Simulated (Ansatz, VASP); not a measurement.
# Sn2Ge in VASP and in Ansatz

Contents of INCAR:

```
SYSTEM = Sn2Ge
PREC = Accurate ; ENCUT = 520
EDIFF = 1E-7 ; ISMEAR = 0
SIGMA = 0.1 ; LREAL = .FALSE.
LASPH = .TRUE. ; NELM = 80
ALGO = Fast ; ISIF = 2
LWAVE = .FALSE. ; LCHARG = .FALSE.
GGA = PE ; NBANDS = 51
```

KPOINTS

```
regular mesh
0
G
  6 6 2
  0 0 0
```

The input POSCAR:

```
Sn2Ge
1.0
    4.1430270400      0.0000000000      0.0000000000
   -2.0715135200      3.5879666600      0.0000000000
    0.0000000000      0.0000000000     10.1483022300
Sn Ge
4 2
Direct
    0.0000000000      0.0000000000      0.3750000000
    0.3333333300      0.6666666700      0.0416666700
    0.6666666700      0.3333333300      0.9583333300
    0.0000000000      0.0000000000      0.6250000000
    0.6666666700      0.3333333300      0.7083333300
    0.3333333300      0.6666666700      0.2916666700
```

Input for Ansatz:

```yaml
crystal:
  lattice:
    - [4.14302704, 0.0, 0.0]
    - [-2.07151352, 3.58796666, 0.0]
    - [0.0, 0.0, 10.14830223]
  atoms:
    - { symbol: Sn, position: [0.0, 0.0, 0.375] }
    - { symbol: Sn, position: [0.33333333, 0.66666667, 0.04166667] }
    - { symbol: Sn, position: [0.66666667, 0.33333333, 0.95833333] }
    - { symbol: Sn, position: [0.0, 0.0, 0.625] }
    - { symbol: Ge, position: [0.66666667, 0.33333333, 0.70833333] }
    - { symbol: Ge, position: [0.33333333, 0.66666667, 0.29166667] }
basis:
  ecutwfc: 420
kpoints:
  mp_grid: { grid: [6, 6, 2] }
hamiltonian:
  xc: pbe
scf:
  occupations: { method: gaussian, width: 0.1 }
  lower_state_search: "off"
output:
  forces: true
  stress: true
  eigenvalues: true
```

Alike in both runs: task single point; functional PBE; k mesh 6 × 6 × 2; occupations gaussian, width 0.1 eV; no spin polarisation.

```csv
,VASP,Ansatz
version,VASP 6.6.1,Ansatz 0.2.0
potentials or method,"VASP PAW PBE potentials, release 64 (Sn_d, Ge_d)","scalar-relativistic, plane waves, PAW"
plane-wave cutoff (eV),520,420
valence electrons in the cell,84,84
```

|  | VASP | Ansatz | Ansatz less VASP |
| --- | --- | --- | --- |
| gap on the k mesh at the Fermi level (eV) | none | none | - |
| pressure (GPa) | 19.7 | 19.8 | +0.08 |
| largest component of the traceless stress (GPa) | 0.48 | 0.48 | 0.000 |
| rms of the force components (eV/Å) | 0.797 | 0.797 | +0.0001 |

Atom by atom the forces differ by 0.000 eV/Å (rms over components). A gap of «none» marks a metal or a gap that the smearing closes.

Caveats: so large a pressure means that the cell lies far from this level's equilibrium, or that cutoff or potentials fall short (VASP); forces of over 1 eV/Å show positions far from the minimum, so gaps and moduli don't describe the material at rest.
